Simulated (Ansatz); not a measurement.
## Calculated 14N nuclear quadrupole resonance for Si3N4 at a changed volume

Cell: a COD entry, relaxed with PBE at fixed cell and then changed (volume scaled by 0.96, ions relaxed).

```yaml
crystal:
  lattice:
    - [-3.19360, 3.19360, 3.19360]
    - [3.19360, -3.19360, 3.19360]
    - [3.19360, 3.19360, -3.19360]
  atoms:
    - { symbol: Si, position: [0.25000, 0.12500, 0.87500] }
    - { symbol: Si, position: [0.87500, 0.25000, 0.12500] }
    - { symbol: Si, position: [0.75000, 0.37500, 0.62500] }
    - { symbol: Si, position: [0.62500, 0.75000, 0.37500] }
    - { symbol: Si, position: [0.12500, 0.87500, 0.25000] }
    - { symbol: Si, position: [0.37500, 0.62500, 0.75000] }
    - { symbol: N, position: [0.55841, 0.55841, 0.55841] }
    - { symbol: N, position: [0.44159, 0.50000, 0.00000] }
    - { symbol: N, position: [0.50000, 0.00000, 0.94159] }
    - { symbol: N, position: [0.00000, 0.44159, 0.50000] }
    - { symbol: N, position: [0.94159, 0.50000, 0.00000] }
    - { symbol: N, position: [0.05841, 0.05841, 0.05841] }
    - { symbol: N, position: [0.00000, 0.94159, 0.50000] }
    - { symbol: N, position: [0.50000, 0.00000, 0.44159] }
```

Sites (sets of like atoms) are named by element and the number of their first atom in this list.

Level of theory: DFT, PBE, plane waves and PAW, scalar-relativistic, 420 eV cutoff, Γ-centred 6×6×6 k-points, Fermi–Dirac smearing 0.02 eV (Ansatz 0.2.0).

14N: I = 1, Q = 20.44 mb (year-2017 value). Static lattice, zero field.

Q: The simulated lines lie at 2.01 MHz. What are |C_Q|, η and |V_zz| at N?

A: For I = 1 the lines are ν± = (3/4)|C_Q|(1 ± η/3) and ν₀ = |C_Q|η/2. Here |C_Q| = 2.68 MHz, η = 0.00 and |V_zz| = 5.42 × 10²¹ V/m². The calculation gives V_zz negative; the lines don't show the sign. The site has 3 Si at 1.73 Å.

An axis of threefold or higher order runs through N, so V_zz lies along it and η is zero.

At this changed cell the PBE pressure is 13 GPa.

The relaxation (3 steps) took 7.6 s of wall time (27 s of CPU time) and 0.5 GiB at its peak, on 4 threads of Arm Neoverse V1 (aarch64; 8 cores open to the job, memory cap 8.0 GiB, no GPU), a shared host with a load of 0.5 a core.
